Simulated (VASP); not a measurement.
A VASP calculation is set up with these files.

POSCAR:
```
CsPbI3
1.0
  6.3398418471   0.0000000000   0.0000000000
  0.0000000000   6.3398418471   0.0000000000
  0.0000000000   0.0000000000   6.3398418471
Cs Pb I
1 1 3
Cartesian
  0.0000000000   0.0000000000   0.0000000000
  3.1699209235   3.1699209235   3.1699209235
  3.1699209235   0.0000000000   3.1699209235
  0.0000000000   3.1699209235   3.1699209235
  3.1699209235   3.1699209235   0.0000000000
```

**INCAR**
```
SYSTEM = CsPbI3
PREC = Accurate
ENCUT = 400
EDIFF = 1E-6
NELM = 100
ALGO = Normal
LREAL = .FALSE.
LASPH = .TRUE.
ISMEAR = 0
SIGMA = 0.05
GGA = PE
LMAXMIX = 4
LWAVE = .FALSE.
LCHARG = .FALSE.
IBRION = 2
ISIF = 3
NSW = 60
EDIFFG = -0.02
```

### KPOINTS
```
Regular mesh
0
Gamma
  3 3 3
```

POTCAR, in this order: Cs_sv Pb_d I (PBE.64 set). Program: vasp_std.

Problem. Write an equivalent input for Quantum ESPRESSO's pw.x.

Solution. One equivalent input (not run):
```
&CONTROL
  calculation = 'vc-relax'
  pseudo_dir = './pseudo'
  outdir = './out'
  tprnfor = .true.
  tstress = .true.
  nstep = 60
  forc_conv_thr = 0.00078
/
&SYSTEM
  ibrav = 0
  nat = 5
  ntyp = 3
  ecutwfc = 70
  occupations = 'smearing'
  smearing = 'gaussian'
  degauss = 0.003675
  input_dft = 'pbe'
/
&ELECTRONS
  conv_thr = 7.3e-08
  electron_maxstep = 100
/
&IONS
/
&CELL
/
ATOMIC_SPECIES
  Cs 132.905 Cs.upf
  Pb 207.200 Pb.upf
  I 126.904 I.upf
CELL_PARAMETERS angstrom
     6.3398418   -0.0000000    0.0000000
    -0.0000000    6.3398418   -0.0000000
    -0.0000000   -0.0000000    6.3398418
ATOMIC_POSITIONS crystal
  Cs   0.0000000  0.0000000  0.0000000
  Pb   0.5000000  0.5000000  0.5000000
  I    0.5000000  0.0000000  0.5000000
  I    0.0000000  0.5000000  0.5000000
  I    0.5000000  0.5000000  0.0000000
K_POINTS automatic
  3 3 3 0 0 0
```
What does not carry over: the potentials are each code's own (VASP's PAW set, PseudoDojo norm-conserving files in pw.x), so ENCUT and ecutwfc are chosen apart and not converted; conv_thr bounds pw.x's estimated SCF error, while EDIFF bounds the energy change between steps; forc_conv_thr acts on force components and is met together with etot_conv_thr.

The compound is CsPbI3 in the cubic perovskite structure, the ideal cubic form; the compound distorts at low or room temperature. This run relaxes it. Symmetry was kept, so distortions that lower it aren't found. The start is the result of an earlier pass.
